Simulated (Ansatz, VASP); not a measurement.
One calculation of AlPt, two programs

```
CELL_PARAMETERS angstrom
4.86850 0.00000 0.00000
0.00000 4.86850 0.00000
0.00000 0.00000 4.86850
ATOMIC_POSITIONS crystal
Al 0.84417 0.84417 0.84417
Al 0.65583 0.15583 0.34417
Al 0.34417 0.65583 0.15583
Al 0.15583 0.34417 0.65583
Pt 0.15398 0.15398 0.15398
Pt 0.34602 0.84602 0.65398
Pt 0.65398 0.34602 0.84602
Pt 0.84602 0.65398 0.34602
```

Alike in both runs: functional PBEsol; k mesh 8 × 8 × 8; occupations gaussian, width 0.1 eV; no spin polarisation.

Ansatz relaxed the structure, and its values are those at the end. VASP's run is a single point on that final structure, the one shown.

|  | VASP | Ansatz |
| --- | --- | --- |
| version | VASP 6.6.1 | Ansatz 0.2.0 |
| potentials or method | VASP PAW PBE potentials, release 64 (Al, Pt) | scalar-relativistic, plane waves, PAW |
| plane-wave cutoff (eV) | 520 | 420 |
| valence electrons in the cell | 52 | 84 |

Ansatz gave:

```
gap on the k mesh at the Fermi level (eV) : none
pressure (GPa)                            : 0.0
```

Which values does VASP return?

gap on the k mesh at the Fermi level (eV): none; pressure (GPa): -0.1.

A gap of «none» marks a metal or a gap that the smearing closes. The two sets of potentials don't hold the same shells in valence.

Caveats: the PAW data sets were made with another functional, which shifts forces and pressure a little (VASP). Spin-orbit coupling is left out, which matters for the levels of Pt.
